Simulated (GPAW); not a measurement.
SiC (Moissanite):

```
CELL_PARAMETERS angstrom
3.07600 0.00000 0.00000
-1.53800 2.66389 0.00000
0.00000 0.00000 5.04800
ATOMIC_POSITIONS crystal
Si 0.66667 0.33333 0.50000
Si 0.33333 0.66667 0.00000
C 0.66667 0.33333 0.88500
C 0.33333 0.66667 0.38500
```

| Property | Result |
| --- | --- |
| Program | GPAW 26.7.0 |
| Task | relaxation of cell and atoms |
| Functional | RPBE |
| Dispersion | D3(BJ) |
| Potentials or basis | the program's PAW data sets (release 1.2.1) made for this functional |
| Cutoff | 800 eV |
| Basis | pw |
| k mesh | 7 × 7 × 4 |
| Occupations | fermi-dirac, width 0.05 eV |
| Spin | no spin polarisation |

At the start: pressure -13.9 GPa; volume 10.34 Å³/atom.

How do energy, volume and symmetry change on relaxing?

Over 5 steps the energy falls by 38.3 meV/atom and the volume is 9.69 Å³/atom (-6.3 %); space group P6_3mc (No. 186, to 0.05 Å).

The path:
```
step  energy change (eV)  largest force (eV/Å)  pressure (GPa)  volume (Å³)
   1              0.0000                0.7674          -13.87        41.36
   2             -0.0589                0.4201          -12.20        40.97
   3             -0.1247                0.5399           -5.52        39.70
   4             -0.1394                0.3230           -4.38        39.50
   5             -0.1533                0.0012            0.15        38.76
```

Final structure:
```xyz
4
Lattice="3.0116 0.0000 0.0000 -1.5058 2.6081 0.0000 0.0000 0.0000 4.9351" Properties=species:S:1:pos:R:3 pbc="T T T"
Si    1.5058    0.8694    2.4900
Si    0.0000    1.7387    0.0224
C     1.5058    0.8694    4.3452
C     0.0000    1.7387    1.8776
```

Caveat: later steps reuse the first step's grids.
